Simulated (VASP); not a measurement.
Input of a VASP 6.6.1 run:

The input INCAR:

```
SYSTEM = ZrO2
ALGO = Normal ; EDIFF = 1E-7
EDIFFG = -0.005 ; ENCUT = 600
GGA = PS ; IBRION = 2
ISIF = 3 ; ISMEAR = 0
KPAR = 2 ; LASPH = .TRUE.
LCHARG = .FALSE. ; LREAL = .FALSE.
LWAVE = .FALSE. ; NELM = 80
NSW = 90 ; PREC = Accurate
SIGMA = 0.03
```

File KPOINTS:

```
k-points
0
G
  8 8 6
  0 0 0
```

POSCAR

```
ZrO2                                    
1.0
    3.5856573994      0.0000000000     -0.0000000000
    0.0000000000      3.5856573994      0.0000000000
    0.0000000000      0.0000000000      5.1722053104
  Zr              O             
     2     4
Direct
     0.0000000000000000    0.0000000000000000    1.0000000000000000
     0.5000000000000000    0.5000000000000000    0.5000000000000000
     0.0000000000000000    0.5000000000000000    0.2028723356409075
     0.0000000000000000    0.5000000000000000    0.7028723356409076
     0.5000000000000000    1.0000000000000000    0.2971276643590925
     0.5000000000000000    0.0000000000000000    0.7971276643590924
```

Potentials or basis: VASP PAW PBE potentials, release 64 (Zr_sv, O).

The run is started by

```bash
$ cat potpaw_PBE.64/Zr_sv/POTCAR potpaw_PBE.64/O/POTCAR > POTCAR
$ mpirun -np 2 vasp_std > vasp.out
```

(1) Predict the band gap on the k mesh.

Results:

(1) 3.99 eV, indirect (least direct gap 4.09 eV).

Caveat: the relaxation stopped at its first step, so nothing moved.
